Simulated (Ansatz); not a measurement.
Crystal: EuS.

```xyz
2
Lattice="0.0000 2.9785 2.9785 2.9785 0.0000 2.9785 2.9785 2.9785 0.0000" Properties=species:S:1:pos:R:3 pbc="T T T"
Eu    0.0000    0.0000    0.0000
S     2.9785    2.9785    2.9785
```

Base run:

```yaml
Program: Ansatz 0.2.0
Functional: m-r2SCAN
Potentials_or_basis: Ansatz PAW
Cutoff: "500 eV (not typed: the program's choice for these potentials)"
k_mesh: 8 × 8 × 8
Occupations: fermi-dirac, width 0.05 eV
Spin: collinear spin, ferromagnetic start
Starting_moments: "[7.0, 0.0] μB"
```

Its results: band gap on the k mesh none (metal or under the smearing width); pressure -3.7 GPa; net moment 6.98 μB per cell; site moments Eu +6.75; S -0.04 μB.

Q: The run is repeated on the same cell with these changes: functional from m-r2SCAN to PBE; potentials or basis from Ansatz PAW to Ansatz PAW earlier set; cutoff from 500 eV (not typed: the program's choice for these potentials) to 720 eV. What comes out?

A: Band gap on the k mesh none (metal or under the smearing width); pressure -2.4 GPa; net moment 6.98 μB per cell; site moments Eu +6.76; S -0.06 μB.

Caveats: spin-orbit coupling is left out, which moves the levels of the heavy elements; a cell with one magnetic atom can't hold antiferromagnetic order, which such compounds often take; without U or exact exchange the open f shell lies at the Fermi level, which spoils levels, moments and volumes; the magnetic or orbital state may not be the lowest (some runs); the PAW data sets come from PBE, with cores solved anew for the run's functional, which leaves a small shift of forces and pressure (some runs).
